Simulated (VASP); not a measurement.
# Si23W (a cell with a defect) in VASP: notebook

The runs below take Si23W (a cell with a defect) through single point, with PBEsol+U.

All numbers are computed with VASP 6.6.1; they aren't measurements. Logs are shortened: lines on timing, memory, paths and dates and some standing lists are left out, and cuts for length are marked.

### 1 Starting point

The cell holds a defect, 24 atoms: a = 11.534 Å, b = 7.689 Å, c = 7.689 Å, α = 60.00°, β = 60.00°, γ = 60.00°.

### 2 Single point, PBEsol+U, collinear spin, ferromagnetic start

INCAR reads:

```
ALGO = Normal
EDIFF = 1E-5
ENCUT = 350
GGA = PS
ISIF = 2
ISMEAR = 0
ISPIN = 2
ISYM = 0
LASPH = True
LCHARG = False
LDAU = True
LDAUJ = 0 0
LDAUL = 2 -1
LDAUPRINT = 1
LDAUTYPE = 2
LDAUU = 4 0
LMAXMIX = 4
LORBIT = 11
LREAL = Auto
LWAVE = False
MAGMOM = 2 0 0 0 0 0 0 0 0 0 0 0 0 0 0 0 0 0 0 0 0 0 0 0
NBANDS = 75
NELM = 120
NUPDOWN = 2
PREC = Accurate
SIGMA = 0.03
```

KPOINTS reads:

```
k-points
0
Gamma
  2 3 3
```

POSCAR reads:

```
Si23W                                   
1.0
    0.0000000000      8.1555000000      8.1555000000
    5.4370000000      0.0000000000      5.4370000000
    5.4370000000      5.4370000000      0.0000000000
  W               Si            
     1    23
Direct
     0.9966438255827125    0.9996477211641478    0.0002376096677904
     0.9997744247819077    0.9977597975747274    0.5012047755319282
     0.9991184487950051    0.5013059671884338    0.9979999023196786
     0.9989738150117535    0.5009270482374770    0.5018918798165855
     0.3326225033589150    0.0025413087418262    0.9997324278758958
     0.3374129569144500    0.9993378502511242    0.4957577781268830
     0.3368514806718652    0.4978930060798669    0.9976758178213150
     0.3331818080102000    0.5008985421393943    0.4988515756986732
     0.6684518646928311    0.9990123639369027    0.9972179398286187
     0.6645964962409789    0.9997841742740172    0.5044755401890672
     0.6635010056189222    0.5070179502295380    0.9984808244134843
     0.6666581698332954    0.5000714525578626    0.4988589297515706
     0.0842799406416873    0.1278164381650687    0.1278598631261811
     0.0880728336790308    0.1266384211404942    0.6136958628468956
     0.0874792600740495    0.6128596016731072    0.1276968896290024
     0.0840038521914581    0.6242585915966570    0.6245754342470633
     0.4200822835743164    0.1233333823096657    0.1213123654876873
     0.4150821268166127    0.1265262867598459    0.6263448831433671
     0.4140734972112492    0.6292164095633810    0.1246554301344848
     0.4169616488784539    0.6249267229626271    0.6233796999309008
     0.7374715640844688    0.1338872544916418    0.1313940744461554
     0.7508379000109118    0.1257432496360379    0.6233873333493679
     0.7502323324859349    0.6251988246080120    0.1243951082756997
     0.7493499608389900    0.6251366347181566    0.6240190543417118
```

Potentials or basis: VASP PAW PBE potentials, release 64 (W_sv, Si).

On the command line:

```
> cat potpaw_PBE.64/W_sv/POTCAR potpaw_PBE.64/Si/POTCAR > POTCAR
> mpirun -np 1 vasp_std > vasp.out
```

OUTCAR:

```text
EDIFF = 1E-5
   ENCUT = 350
   GGA = PS
   ISIF = 2
   ISMEAR = 0
   ISPIN = 2
   ISYM = 0
   LASPH = True
   LORBIT = 11
   LREAL = Auto
   NELM = 120
   NUPDOWN = 2
   PREC = Accurate

 ion  position               nearest neighbor table
   1  0.997  1.000  0.000-  14 2.43  15 2.43  13 2.43  21 2.44
   2  1.000  0.998  0.501-  22 2.34  13 2.34  16 2.34  14 2.35
   3  0.999  0.501  0.998-  23 2.34  16 2.34  13 2.35  15 2.35
   4  0.999  0.501  0.502-  16 2.35  15 2.35  24 2.35  14 2.35
   5  0.333  0.003  1.000-  13 2.34  19 2.34  18 2.34  17 2.35
   6  0.337  0.999  0.496-  14 2.35  18 2.35  17 2.35  20 2.35
[... 16 lines left out ...]
  23  0.750  0.625  0.124-   3 2.34   9 2.35  11 2.35  12 2.35
  24  0.749  0.625  0.624-  12 2.35   4 2.35  11 2.35  10 2.35

IMPORTANT INFORMATION: All symmetrisations will be switched off!
NOSYMM: (Re-)initialisation of all symmetry stuff for point group C_1.

----------------------------------------------------------------------------------------

                                     Primitive cell

  volume of cell :     482.1690

  direct lattice vectors                    reciprocal lattice vectors
     0.000000000  8.155500000  8.155500000    -0.061308320  0.061308320  0.061308320
     5.437000000  0.000000000  5.437000000     0.091962479 -0.091962479  0.091962479
     5.437000000  5.437000000  0.000000000     0.091962479  0.091962479 -0.091962479

  length of vectors
    11.533618708  7.689079139  7.689079139     0.106189124  0.159283687  0.159283687

  position of ions in fractional coordinates (direct lattice)
     0.996643826  0.999647721  0.000237610
     0.999774425  0.997759798  0.501204776
     0.999118449  0.501305967  0.997999902
     0.998973815  0.500927048  0.501891880
     0.332622503  0.002541309  0.999732428
     0.337412957  0.999337850  0.495757778
[... 16 lines left out ...]
     0.750232332  0.625198825  0.124395108
     0.749349961  0.625136635  0.624019054

  ion indices of the primitive-cell ions
   primitive index   ion index
                 1           1
                 2           2
                 3           3
                 4           4
                 5           5
                 6           6
[... 16 lines left out ...]
                23          23
                24          24

----------------------------------------------------------------------------------------

 KPOINTS: k-points

Automatic generation of k-mesh.
 Grid dimensions read from file:
 generate k-points for:    2    3    3

 Generating k-lattice:

  Cartesian coordinates                     Fractional coordinates (reciprocal lattice)
    -0.030654160  0.030654160  0.030654160     0.500000000  0.000000000  0.000000000
     0.030654160 -0.030654160  0.030654160     0.000000000  0.333333333  0.000000000
     0.030654160  0.030654160 -0.030654160     0.000000000  0.000000000  0.333333333

  Length of vectors
     0.053094562  0.053094562  0.053094562

  Shift w.r.t. Gamma in fractional coordinates (k-lattice)
     0.000000000  0.000000000  0.000000000

 WARNING: IBZKPT: internal override: KBLOWUP is changed to .FALSE.
      ... skipping the blow-up phase ...

 Subroutine IBZKPT returns following result:
 ===========================================

 Found     10 irreducible k-points:

 Following reciprocal coordinates:
            Coordinates               Weight
  0.000000  0.000000  0.000000      1.000000
  0.500000  0.000000  0.000000      1.000000
  0.000000  0.333333  0.000000      2.000000
  0.500000  0.333333  0.000000      2.000000
  0.000000  0.000000  0.333333      2.000000
  0.500000  0.000000  0.333333      2.000000
  0.000000  0.333333  0.333333      2.000000
  0.500000  0.333333  0.333333      2.000000
  0.000000 -0.333333  0.333333      2.000000
  0.500000 -0.333333  0.333333      2.000000
   k-points           NKPTS =     10   k-points in BZ     NKDIM =     10   number of bands    NBANDS=     75
   number of dos      NEDOS =    301   number of ions     NIONS =     24
   total plane-waves  NPLWV = 161280
[... 48 lines left out ...]
   LEPSILON=     F    determine dielectric tensor
   LRPA    =     F    only Hartree local field effects (RPA)
 spin polarized calculation
 Gauss-broadening in eV      SIGMA  =   0.03
  energy-cutoff  :      350.00
  volume of cell :      482.17
 maximum number of plane-waves:      7219
   NGX = 35   NGY = 23   NGZ = 23

atom =   1  type =  1  l = 2

 onsite density matrix

spin component  1

  0.4184  0.0044 -0.0143 -0.0086  0.0012
  0.0044  0.4187  0.0013  0.0043  0.0016
 -0.0143  0.0013  0.6300  0.0032  0.0000
 -0.0086  0.0043  0.0032  0.4181  0.0126
  0.0012  0.0016  0.0000  0.0126  0.6296

spin component  2

  0.3063  0.0014  0.0161  0.0002  0.0004
  0.0014  0.3004 -0.0013  0.0016 -0.0016
  0.0161 -0.0013  0.0414 -0.0057 -0.0006
  0.0002  0.0016 -0.0057  0.3058 -0.0135
  0.0004 -0.0016 -0.0006 -0.0135  0.0423

 occupancies and eigenvectors

  o =  0.0398  v =  0.0000  0.0000  0.0000  0.0000  0.0000  0.0539 -0.0073 -0.8793 -0.0429 -0.4712      0.0000  0.0000  0.0000  0.0000  0.0000  0.0000  0.0000  0.0000  0.0000  0.0000
  o =  0.0421  v =  0.0000  0.0000  0.0000  0.0000  0.0000 -0.0273 -0.0028  0.4720 -0.0348 -0.8805      0.0000  0.0000  0.0000  0.0000  0.0000  0.0000  0.0000  0.0000  0.0000  0.0000
  o =  0.2998  v =  0.0000  0.0000  0.0000  0.0000  0.0000 -0.1700  0.9543 -0.0099 -0.2456  0.0067      0.0000  0.0000  0.0000  0.0000  0.0000  0.0000  0.0000  0.0000  0.0000  0.0000
  o =  0.3070  v =  0.0000  0.0000  0.0000  0.0000  0.0000  0.2421 -0.2007  0.0360 -0.9473  0.0499      0.0000  0.0000  0.0000  0.0000  0.0000  0.0000  0.0000  0.0000  0.0000  0.0000
  o =  0.3075  v =  0.0000  0.0000  0.0000  0.0000  0.0000 -0.9533 -0.2214 -0.0523 -0.1982  0.0100      0.0000  0.0000  0.0000  0.0000  0.0000  0.0000  0.0000  0.0000  0.0000  0.0000
  o =  0.4060  v = -0.6363  0.4339 -0.0339 -0.6359  0.0363  0.0000  0.0000  0.0000  0.0000  0.0000      0.0000  0.0000  0.0000  0.0000  0.0000  0.0000  0.0000  0.0000  0.0000  0.0000
  o =  0.4217  v = -0.2784 -0.9002 -0.0083 -0.3335  0.0290  0.0000  0.0000  0.0000  0.0000  0.0000      0.0000  0.0000  0.0000  0.0000  0.0000  0.0000  0.0000  0.0000  0.0000  0.0000
  o =  0.4257  v =  0.7163  0.0359  0.0607 -0.6932  0.0384  0.0000  0.0000  0.0000  0.0000  0.0000      0.0000  0.0000  0.0000  0.0000  0.0000  0.0000  0.0000  0.0000  0.0000  0.0000
  o =  0.6304  v = -0.0202 -0.0075  0.2463 -0.0532 -0.9675  0.0000  0.0000  0.0000  0.0000  0.0000      0.0000  0.0000  0.0000  0.0000  0.0000  0.0000  0.0000  0.0000  0.0000  0.0000
  o =  0.6310  v =  0.0646 -0.0072 -0.9667 -0.0320 -0.2456  0.0000  0.0000  0.0000  0.0000  0.0000      0.0000  0.0000  0.0000  0.0000  0.0000  0.0000  0.0000  0.0000  0.0000  0.0000

 number of electron     106.0000001 magnetization       2.0000000

 Free energy of the ion-electron system (eV)
  ---------------------------------------------------
  ext. energy  EPLUGINS =         0.00000000
  ---------------------------------------------------
  free energy    TOTEN  =      -137.89051216 eV

  energy without entropy =     -137.89051216  energy(sigma->0) =     -137.89051216

 E-fermi :   5.8704     XC(G=0):  -9.6504

 val. band max:        5.5295131067   @ k =   0.0000   0.0000   0.0000
 cond. band min:       6.0066245758   @ k =   0.5000   0.0000   0.0000
 fundamental gap:      0.4771114690
 Fermi energy:         5.6558815836

 spin component 1

 k-point     1 :       0.0000    0.0000    0.0000
  band No.  band energies     occupation
      1     -68.0926      1.00000
      2     -32.4848      1.00000
      3     -32.4732      1.00000
      4     -32.4568      1.00000
      5      -6.0996      1.00000
      6      -4.7682      1.00000
[... 669 lines left out ...]
     64       8.9013      0.00000
     65       8.9911      0.00000
 Fermi energy:         5.8703799807

 spin component 2

 k-point     1 :       0.0000    0.0000    0.0000
  band No.  band energies     occupation
      1     -67.4212      1.00000
      2     -31.5815      1.00000
      3     -31.5521      1.00000
      4     -31.5430      1.00000
      5      -6.0869      1.00000
      6      -4.7625      1.00000
[... 669 lines left out ...]
     64       8.9176      0.00000
     65       9.0077      0.00000
 [bands above 65 left out]

------------------------ aborting loop because EDIFF is reached ----------------------------------------

  FORCE on cell =-STRESS in cart. coord.  units (eV):
  Direction    XX          YY          ZZ          XY          YZ          ZX
  --------------------------------------------------------------------------------------
  -------------------------------------------------------------------------------------
  Total        3.9546354      3.9450952      3.9315205     -0.1173254      0.1582064     -0.1615397
  in kB       13.1406782     13.1089775     13.0638706     -0.3898552      0.5256970     -0.5367730
  external PRESSURE =      13.1045088 kB  Pullay stress =       0.0000000 kB

 VOLUME and BASIS-vectors are now :
 -----------------------------------------------------------------------------
  energy-cutoff  :      350.00
  volume of cell :      482.17
      direct lattice vectors                 reciprocal lattice vectors
     0.000000000  8.155500000  8.155500000    -0.061308320  0.061308320  0.061308320
     5.437000000  0.000000000  5.437000000     0.091962479 -0.091962479  0.091962479
     5.437000000  5.437000000  0.000000000     0.091962479  0.091962479 -0.091962479

 POSITION                                       TOTAL-FORCE (eV/Angst)
 -----------------------------------------------------------------------------------
      5.43638      8.12942     13.56321         0.006224     -0.008284     -0.019065
      8.14987     10.87871     13.57848         0.009982     -0.014143      0.029088
      8.15173     13.57444     10.87391         0.000768      0.037043     -0.009642
      5.45233     10.87592     10.87067        -0.037640     -0.016102     -0.015092
      5.44936      8.14825      2.72652         0.002474      0.012806      0.002181
      8.12883      5.44721      8.18517        -0.009011     -0.010471      0.000263
[... 16 lines left out ...]
      4.07554      6.79486      9.51773         0.018791     -0.004138     -0.001810
      6.79166      9.50412      9.51019         0.020504      0.004122      0.011698
 -----------------------------------------------------------------------------------
    total drift:                               -0.004257     -0.001227     -0.004089

  FREE ENERGIE OF THE ION-ELECTRON SYSTEM (eV)
  ---------------------------------------------------
  free  energy   TOTEN  =      -137.8905121613 eV

  energy  without entropy=     -137.8905121613  energy(sigma->0) =     -137.89051216

 total charge

# of ion       s       p       d       tot
------------------------------------------
    1        2.436   6.155   3.461  12.052
    2        0.757   0.934   0.000   1.691
    3        0.757   0.934   0.000   1.691
    4        0.756   0.931   0.000   1.687
    5        0.755   0.942   0.000   1.697
    6        0.754   0.937   0.000   1.690
[... 16 lines left out ...]
   23        0.751   0.942   0.000   1.694
   24        0.750   0.940   0.000   1.691
--------------------------------------------------
tot         19.805  27.854   3.461  51.120

 magnetization (x)

# of ion       s       p       d       tot
------------------------------------------
    1        0.029  -0.000   1.502   1.530
    2        0.007   0.011   0.000   0.017
    3        0.007   0.011   0.000   0.017
    4        0.006   0.011   0.000   0.017
    5        0.003   0.005   0.000   0.008
    6        0.003   0.004   0.000   0.007
[... 16 lines left out ...]
   23       -0.000   0.000   0.000  -0.000
   24       -0.000   0.000   0.000  -0.000
--------------------------------------------------
tot          0.031  -0.052   1.502   1.481
```

Run time: 6.7 min. Hardware: 1 thread of Intel Xeon Platinum 8559C (Emerald Rapids), shared host; peak memory 0.63 GiB.

What came out:

* Free energy: -137.8905 eV
* Pressure: 1.3 GPa
* Largest force: 0.234 eV/Å
* Net moment: 2.00 μB per cell
* Site moments: W +1.53; Si +0.02, +0.01, -0.00, -0.04, +0.00, -0.03 μB
* Valence electrons inside the program's atomic spheres: W 12.05; Si 1.69, 1.70, 1.73, 1.74

Forces in eV/Å, atoms in the order of the input:
```
W    0.006 -0.008 -0.019
Si   0.010 -0.014  0.029
Si   0.001  0.037 -0.010
Si  -0.038 -0.016 -0.015
Si   0.002  0.013  0.002
Si  -0.009 -0.010  0.000
Si  -0.006  0.005 -0.024
Si  -0.014  0.014 -0.003
Si   0.036 -0.004 -0.005
Si  -0.010 -0.019 -0.001
Si  -0.018  0.011 -0.022
Si  -0.004  0.000  0.008
Si   0.107  0.104  0.120
Si  -0.125 -0.134  0.146
Si  -0.119  0.127 -0.122
Si  -0.003 -0.002  0.007
Si  -0.007  0.009  0.011
Si   0.000  0.012 -0.013
Si  -0.005 -0.005  0.023
Si   0.015  0.005  0.017
Si   0.132 -0.130 -0.127
Si   0.011  0.005 -0.015
Si   0.019 -0.004 -0.002
Si   0.021  0.004  0.012
```

Eigenvalues of the final occupation matrices:
```csv
site,spin,trace,eigenvalues
site 1 d,1,2.51,0.41 0.42 0.43 0.63 0.63
site 1 d,2,1.00,0.04 0.04 0.30 0.31 0.31
```

Caveat: the PAW data sets were made with another functional, which shifts forces and pressure a little; the total moment is fixed, so each spin has its own Fermi level; the U is typed as a test and isn't derived for this compound. The run has no spin-orbit coupling, so splittings on W are missing.

### 3 Single point, PBEsol+U, collinear spin, ferromagnetic start

Edit INCAR of step 2 so:

```diff
@@ -15,3 +15,3 @@
 LDAUTYPE = 2
-LDAUU = 4 0
+LDAUU = 2 0
 LMAXMIX = 4
```

KPOINTS is that of step 2.

POSCAR is that of step 2.

Potentials or basis: VASP PAW PBE potentials, release 64 (W_sv, Si).

On the command line:

```
> cat potpaw_PBE.64/W_sv/POTCAR potpaw_PBE.64/Si/POTCAR > POTCAR
> mpirun -np 1 vasp_std > vasp.out
```

Wall time 7.1 min (1 thread of Intel Xeon Platinum 8559C (Emerald Rapids), shared host); peak memory 0.63 GiB.

It converged, with:

| Quantity | Value |
| --- | --- |
| Free energy | -139.8360 eV |
| Pressure | 1.1 GPa |
| Largest force | 0.028 eV/Å |
| Net moment | 2.00 μB per cell |
| Site moments | W +1.35; Si +0.02, +0.01, -0.00, -0.02, -0.03, +0.00 μB |
| Valence electrons inside the program's atomic spheres | W 12.07; Si 1.69, 1.70, 1.73 |

Forces on the atoms (eV/Å):
```
W    0.002  0.001 -0.007
Si   0.011 -0.012 -0.003
Si   0.002  0.005 -0.007
Si  -0.009 -0.017 -0.015
Si  -0.014  0.018  0.007
Si  -0.010  0.003  0.001
Si  -0.007  0.005 -0.010
Si  -0.011  0.012 -0.005
Si   0.014 -0.002 -0.003
Si  -0.010 -0.002 -0.003
Si  -0.018  0.009 -0.005
Si  -0.003  0.000  0.009
Si  -0.012 -0.017 -0.001
Si  -0.001 -0.017  0.022
Si   0.004  0.005 -0.005
Si  -0.006  0.001  0.010
Si   0.007  0.005  0.007
Si  -0.001  0.004 -0.010
Si  -0.006 -0.003  0.015
Si   0.012  0.005  0.017
Si   0.009 -0.008 -0.008
Si   0.012  0.002 -0.011
Si   0.019 -0.001 -0.005
Si   0.018  0.003  0.011
```

Stress tensor (GPa, compression positive):
```
 1.06 -0.04 -0.05
-0.04  1.07  0.06
-0.05  0.06  1.06
```

Eigenvalues of the final occupation matrices:
| site | spin | trace | eigenvalues |
| --- | --- | --- | --- |
| site 1 d | 1 | 2.44 | 0.40 0.42 0.42 0.59 0.60 |
| site 1 d | 2 | 1.10 | 0.05 0.06 0.33 0.33 0.33 |

Caveat: the PAW data sets were made with another functional, which shifts forces and pressure a little; the total moment is fixed, so each spin has its own Fermi level; the U is typed as a test and isn't derived for this compound. The state reached can hang on the start; a lower one may exist.

### 4 Single point, PBEsol+U, collinear spin, zero start

Edit INCAR of step 3 so:

```diff
@@ -20,6 +20,6 @@
 LWAVE = False
-MAGMOM = 2 0 0 0 0 0 0 0 0 0 0 0 0 0 0 0 0 0 0 0 0 0 0 0
+MAGMOM = 0 0 0 0 0 0 0 0 0 0 0 0 0 0 0 0 0 0 0 0 0 0 0 0
 NBANDS = 75
 NELM = 120
-NUPDOWN = 2
+NUPDOWN = 0
 PREC = Accurate
```

KPOINTS is that of step 3.

POSCAR is that of step 3.

On the command line:

```
> cat potpaw_PBE.64/W_sv/POTCAR potpaw_PBE.64/Si/POTCAR > POTCAR
> mpirun -np 1 vasp_std > vasp.out
```

Wall time 9.6 min (1 thread of Intel Xeon Platinum 8559C (Emerald Rapids), shared host); peak memory 0.62 GiB.

It converged, with:

- Free energy: -139.6015 eV
- Pressure: 0.6 GPa
- Largest force: 0.384 eV/Å
- Net moment: 0.00 μB per cell
- Valence electrons inside the program's atomic spheres: W 12.03; Si 1.69, 1.68, 1.72

Forces in eV/Å, atoms in the order of the input:
```
W    0.110 -0.078 -0.077
Si   0.050 -0.028 -0.207
Si   0.042 -0.197 -0.023
Si   0.191 -0.044 -0.041
Si  -0.030  0.026  0.014
Si  -0.016  0.004  0.003
Si  -0.013  0.007 -0.009
Si  -0.010  0.013 -0.004
Si  -0.081  0.010  0.009
Si   0.011  0.063 -0.030
Si   0.004 -0.018  0.058
Si  -0.007  0.008  0.017
Si  -0.345 -0.127 -0.110
Si   0.076  0.308 -0.068
Si   0.079 -0.085  0.317
Si  -0.015  0.015  0.025
Si   0.037 -0.009 -0.007
Si   0.014 -0.020 -0.014
Si   0.009 -0.007 -0.010
Si   0.015 -0.011  0.000
Si  -0.210  0.200  0.197
Si   0.029 -0.013 -0.011
Si   0.036  0.001 -0.020
Si   0.023 -0.017 -0.009
```

Stress tensor (GPa, compression positive):
```
 0.68 -0.15 -0.16
-0.15  0.58  0.10
-0.16  0.10  0.58
```

Eigenvalues of the final occupation matrices:
| site | spin | trace | eigenvalues |
| --- | --- | --- | --- |
| site 1 d | 1 | 1.75 | 0.29 0.29 0.38 0.39 0.39 |
| site 1 d | 2 | 1.75 | 0.29 0.29 0.38 0.39 0.39 |

Caveat: the PAW data sets were made with another functional, which shifts forces and pressure a little; the total moment is fixed, so each spin has its own Fermi level; the U is typed as a test and isn't derived for this compound. Spin-orbit coupling is left out, which matters for the levels of W.

### 5 Summary

```tsv
spin	U	fixed moment (μB)	pressure (GPa)	moment (μB)	largest force (eV/Å)
collinear, ferromagnetic start	W d U = 4 eV	2	1.3	2.00	0.23
collinear, ferromagnetic start	W d U = 2 eV	2	1.1	2.00	0.03
collinear, zero start	W d U = 2 eV	0	0.6	0.00	0.38
```

Alike in all rows: task single point; level PBEsol+U; potentials or basis VASP PAW PBE potentials, release 64 (W_sv, Si); cell as given; k mesh 2 × 3 × 3; cutoff (eV) 350; smearing gaussian 0.03 eV.

Caveats: the PAW data sets were made with another functional, which shifts forces and pressure a little; the total moment is fixed, so each spin has its own Fermi level; the U is typed as a test and isn't derived for this compound.

Total energies depend on the potentials used, so only differences within one code and one set of settings carry meaning.
